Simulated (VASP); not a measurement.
A run of VASP 6.6.1:

File INCAR:

```
PREC = Accurate
ENCUT = 600
EDIFF = 1E-7
ISMEAR = 0
SIGMA = 0.1
LREAL = False
LASPH = True
NELM = 80
ALGO = Normal
ISIF = 3
LWAVE = False
LCHARG = False
GGA = PS
IBRION = 2
NSW = 90
EDIFFG = -0.005
```

The input KPOINTS:

```
Automatic mesh
0
Gamma
  18 18 10
```

The input POSCAR:

```
Re
1.0
    2.7610000000      0.0000000000      0.0000000000
   -1.3805000000      2.3910961400      0.0000000000
    0.0000000000      0.0000000000      4.4560000000
Re
2
Direct
    0.3333333300      0.6666666700      0.2500000000
    0.6666666700      0.3333333300      0.7500000000
```

Potentials or basis: VASP PAW PBE potentials, release 64 (Re).

The run is started by

```sh
$ cat potpaw_PBE.64/Re/POTCAR > POTCAR
$ mpirun -np 1 vasp_std > vasp.out
```

Hardware: 1 thread of Intel(R) Xeon(R) Platinum 8488C (Sapphire Rapids), on a shared host.

Task: Estimate the wall time of this run.

Result: Run time: 4.2 min on 1 thread of Intel(R) Xeon(R) Platinum 8488C (Sapphire Rapids), on a shared host, peak memory 0.23 GiB. Counts: scf iterations 41, k points 222, ion steps 6.
